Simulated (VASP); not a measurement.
# V: energy at fixed spin moment

V, P6_3/mmc (no. 194), 2 atoms in the cell. PBE, fixed spin moment; PAW potentials V_sv (PBE set).

Volume against the source cell: 1.

## Input

INCAR.step1:
```
SYSTEM = V
PREC = Accurate
ENCUT = 450
EDIFF = 1E-7
NELM = 200
ALGO = Normal
ISMEAR = 1
SIGMA = 0.1
LREAL = .FALSE.
LASPH = .TRUE.
LMAXMIX = 4
LORBIT = 11
LWAVE = .FALSE.
LCHARG = .FALSE.
GGA = PE
ISPIN = 2
ISIF = 2
NUPDOWN = 0.0
MAGMOM = 0 0
```

INCAR.step2, as INCAR.step1 but for:
```
- NUPDOWN = 0.0
- MAGMOM = 0 0
+ NUPDOWN = 0.5
+ MAGMOM = 0.25 0.25
```

INCAR.step3 to INCAR.step9 change the same tags again: MAGMOM = 0.5 0.5, 0.75 0.75, 1 1, 1.25 1.25, 1.5 1.5, 1.75 1.75, 2 2; NUPDOWN = 1.0, 1.5, 2.0, 2.5, 3.0, 3.5, 4.0.

INCAR.step10, as INCAR.step9 but for:
```
- NUPDOWN = 4.0
```

KPOINTS:
```
k-points
0
Gamma
  18 18 9
```

POSCAR:
```
V
1.0
    2.6042941027      0.0000000000      0.0000000000
   -1.3021470513      2.2553848518      0.0000000000
    0.0000000000      0.0000000000      4.7233360000
V
2
Direct
    0.3333333333      0.6666666667      0.2500000000
    0.6666666667      0.3333333333      0.7500000000
```

Commands (each step's output is kept before the next begins):
```
cat potpaw_PBE.64/V_sv/POTCAR > POTCAR
cp INCAR.step1 INCAR
mpirun -np 4 vasp_std > vasp.out
rm WAVECAR CHG
cp INCAR.step2 INCAR
mpirun -np 4 vasp_std > vasp.out
rm WAVECAR CHG
cp INCAR.step3 INCAR
mpirun -np 4 vasp_std > vasp.out
rm WAVECAR CHG
cp INCAR.step4 INCAR
mpirun -np 4 vasp_std > vasp.out
rm WAVECAR CHG
cp INCAR.step5 INCAR
mpirun -np 4 vasp_std > vasp.out
rm WAVECAR CHG
cp INCAR.step6 INCAR
mpirun -np 4 vasp_std > vasp.out
rm WAVECAR CHG
cp INCAR.step7 INCAR
mpirun -np 4 vasp_std > vasp.out
rm WAVECAR CHG
cp INCAR.step8 INCAR
mpirun -np 4 vasp_std > vasp.out
rm WAVECAR CHG
cp INCAR.step9 INCAR
mpirun -np 4 vasp_std > vasp.out
rm WAVECAR CHG
cp INCAR.step10 INCAR
mpirun -np 4 vasp_std > vasp.out
```

## Result

- Moment at the minimum, by a parabola in the squared moment through the lowest point and its neighbours (muB per cell): 0.00
- Energy there by the same parabola, against the smallest moment (meV/atom): 0.0
- Moment left free (muB per cell): 0.00

Energy at fixed total moment:

| Moment (muB per cell) | Energy (meV/atom) | Pressure (GPa) |
|---|---|---|
| 0.00 | 0.0 | -1.0 |
| 0.50 | 6.9 | -0.8 |
| 1.00 | 24.4 | 0.0 |
| 1.50 | 51.2 | 1.3 |
| 2.00 | 96.0 | 3.2 |
| 2.50 | 167.7 | 5.5 |
| 3.00 | 275.7 | 8.4 |
| 3.50 | 403.7 | 11.5 |
| 4.00 | 547.4 | 15.4 |

VASP 6.6.1 took 519 s on 4 cores (Intel Xeon Platinum 8375C @ 2.90GHz (Ice Lake)), a shared host.
